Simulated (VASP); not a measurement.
# MgO: G0W0 on PBE, by volume over the given one and cell

MgO, Fm-3m (no. 225), 2 atoms in the cell. PBE, GW; PAW potentials Mg_GW, O_GW (PBE set).

| Volume over the given one | Cell | Quasiparticle gap on the mesh (eV) | Gap of the starting point on the mesh (eV) | Quasiparticle gap at the zone centre (eV) | Starting gap at the zone centre (eV) | Correction of the gap between the band edges on the mesh (eV) | Time (s) |
|---|---|---|---|---|---|---|---|
| 0.94 | scale = 0.94 | 8.31 | 5.48 | 8.31 | 5.48 | 2.83 | 8.6 |
| 0.97 | scale = 0.97 | 7.90 | 5.15 | 7.90 | 5.15 | 2.75 | 8.9 |
| 1 | as given | 7.51 | 4.84 | 7.51 | 4.84 | 2.67 | 8.9 |
| 1.03 | scale = 1.03 | 7.14 | 4.56 | 7.14 | 4.56 | 2.59 | 9.3 |

Limits: the mesh is coarse: the screening isn't converged, and the gap may still move by about 0.1 eV.

## Input of the first row

INCAR.step1:
```
SYSTEM = MgO
ALGO = Normal
EDIFF = 1E-8
ENCUT = 500
GGA = PE
ISMEAR = 0
KPAR = 4
LASPH = .True.
LCHARG = .False.
LREAL = .False.
LWAVE = .True.
NELM = 150
PREC = Accurate
SIGMA = 0.05
```

INCAR.step2, as INCAR.step1 but for:
```
- ALGO = Normal
- NELM = 150
+ ALGO = Exact
+ ISTART = 1
+ LOPTICS = .True.
+ NBANDS = 112
+ NELM = 1
```

INCAR.step3:
```
SYSTEM = MgO
ALGO = EVGW0
ENCUT = 500
ENCUTGW = 200
GGA = PE
ISMEAR = 0
ISTART = 1
KPAR = 4
LASPH = .True.
LCHARG = .False.
LREAL = .False.
LWAVE = .False.
NBANDS = 112
NBANDSGW = 8
NELMGW = 1
NOMEGA = 48
PREC = Accurate
PRECFOCK = Fast
SIGMA = 0.05
```

KPOINTS:
```
k-points
0
Gamma
  4 4 4
```

POSCAR:
```
MgO
1.0
    0.0000000000      2.0541934342      2.0541934342
    2.0541934342      0.0000000000      2.0541934342
    2.0541934342      2.0541934342      0.0000000000
Mg O
1 1
Direct
    0.0000000000      0.0000000000      0.0000000000
    0.5000000000      0.5000000000      0.5000000000
```

Commands (each step's output is kept before the next begins):
```
cat potpaw_PBE.64/Mg_GW/POTCAR potpaw_PBE.64/O_GW/POTCAR > POTCAR
cp INCAR.step1 INCAR
mpirun -np 4 vasp_std > vasp.out
cp INCAR.step2 INCAR
mpirun -np 4 vasp_std > vasp.out
cp INCAR.step3 INCAR
mpirun -np 4 vasp_std > vasp.out
```

VASP 6.6.1 took 8.6 s on 4 cores (Intel Xeon Platinum 8488C (Sapphire Rapids)), a shared host.
